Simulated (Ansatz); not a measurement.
Method: DFT PBE, scalar-relativistic, plane waves, PAW in Ansatz 0.2.0. Settings: cutoff 420 eV, Γ-centred meshes spaced at most about 0.3 Å⁻¹, and about 0.25 Å⁻¹ or finer for metals (2π included), Gaussian smearing. No spin polarisation.

These are static total energies at zero pressure.

Task: Which of these relaxed structures of In3GaAs4 is the lowest in energy?
A.

```
In Ga As
1.0
     4.29036    0.00000    0.00000
     0.00000    4.29036    0.00000
     0.00000    0.00000   12.20222
In Ga As
3 1 4
Cartesian
  0.0000 0.0000 9.0459
  0.0000 0.0000 3.1563
  2.1452 2.1452 0.0000
  2.1452 2.1452 6.1011
  2.1452 0.0000 4.7428
  0.0000 2.1452 1.5787
  2.1452 0.0000 10.6235
  0.0000 2.1452 7.4594
```

B.

```
In Ga As
1.0
     4.28798    0.00000    0.00000
    -2.14399    3.71350    0.00000
     0.00000    0.00000   14.13596
In Ga As
3 1 4
Direct
  0.00000 0.00000 0.25053
  0.66667 0.33333 0.99451
  0.66667 0.33333 0.50671
  0.00000 0.00000 0.75074
  0.00000 0.00000 0.43981
  0.00000 0.00000 0.92785
  0.66667 0.33333 0.18382
  0.66667 0.33333 0.69703
```

Result: A. The other, B, lies 16 meV/atom higher. Forms: A P-4m2; B P3m1. Counting As atoms around Ga and In (those within 1.25 times the shortest such distance or 1.15 times the sum of covalent radii, 1.27 where that leaves under three): A has In 4, Ga 4; B has In 4, Ga 4. Both come from invented guesses. Shaken at random and relaxed again, B came back.

For metals, differences of a few meV/atom aren't resolved. Cells without such a test can be saddle points. Some candidate types were left out of the draw beforehand, so a known form may be missing.
